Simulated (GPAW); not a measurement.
# ZnS (Wurtzite-4H) in GPAW: convergence with response cutoff (eV)

Input of the first run (response cutoff (eV) 10); the others differ in this setting and in those tied to it:

File run.py:

```python
import numpy as np
from ase.dft.bandgap import bandgap
from ase.io import write
from ase.spacegroup import crystal
from gpaw import GPAW, PW
from gpaw.response.df import DielectricFunction

# Zn 2b
# Zn 2a
# S 2b
# S 2a
atoms = crystal(['Zn', 'Zn', 'S', 'S'],
                basis=[[0.6666666667, 0.3333333333, 0.75],
                       [0.0, 0.0, 0.5],
                       [0.6666666667, 0.3333333333, 0.9375],
                       [0.0, 0.0, 0.6875]],
                spacegroup=186, setting=1,  # P6_3mc
                cellpar=[3.8227, 3.8227, 12.52, 90.0, 90.0, 120.0],
                primitive_cell=True)

calc = GPAW(mode=PW(500),
            xc='PBE',
            kpts={'size': (7, 7, 2), 'gamma': True},
            occupations={'name': 'fermi-dirac', 'width': 0.001},
            nbands=57,
            convergence={'density': 1e-06},
            maxiter=150,
            txt='gpaw.txt')
atoms.calc = calc
energy = atoms.get_potential_energy()
calc.write('gs.gpw')
write('result.traj', atoms)
print(f'Energy: {energy:.6f} eV')
print('Fermi level:', round(calc.get_fermi_level(), 4), 'eV')
print(f'Gap: {bandgap(calc)[0]:.4f} eV, direct: {bandgap(calc, direct=True)[0]:.4f} eV')

for size in [(4, 4, 2)]:
    name = 'x'.join(str(n) for n in size)
    dense = calc.fixed_density(kpts={'size': size, 'gamma': True},
                               nbands=138, convergence={'bands': 132},
                               update_fermi_level=True, txt=f'dense-{name}.txt')
    dense.write(f'{name}.gpw', mode='all')
    df = DielectricFunction(f'{name}.gpw', frequencies=np.array([0.0]), hilbert=False, eta=0.001,
                            ecut=10, nbands=132, intraband=False, txt=f'df-{name}.txt')
    for xc in ['RPA']:
        for direction in ['x', 'y', 'z', [0, 1, 1], [1, 0, 1], [1, 1, 0]]:
            e0, e = df.get_macroscopic_dielectric_constant(xc=xc, direction=direction)
            print(f'{name} {xc} {direction}: {e0:.4f} without, {e:.4f} with local fields')
```

Potentials or basis: GPAW PAW data sets (gpaw-data 1.2.1), pw.

Command:

```sh
$ OMP_NUM_THREADS=1 python run.py
```

Hardware: 1 thread of Arm Neoverse V1 (shared host).

| response cutoff (eV) | dielectric constant | SCF cycles | CPU time (s) | peak memory (GiB) |
| --- | --- | --- | --- | --- |
| 10 | 7.192 | 14 | 780 | 0.59 |
| 20 | 6.594 | 14 | 770 | 0.6 |
| 30 | 6.578 | 14 | 770 | 0.61 |
| 50 | 6.536 | 14 | 780 | 0.62 |
| 80 | 6.475 | 14 | 800 | 0.64 |
| 120 | timed out after 330 s | - | - | - |

Not settled before the last step: the dielectric constant (to 0.05). The tightest run that finished is the yardstick and may itself not be fully converged.

Caveat, for the tightest run too: the k mesh is coarse (spacing up to 0.47 Å⁻¹), so the values aren't converged; the long-wavelength limit can be off by several per cent where d states take part.
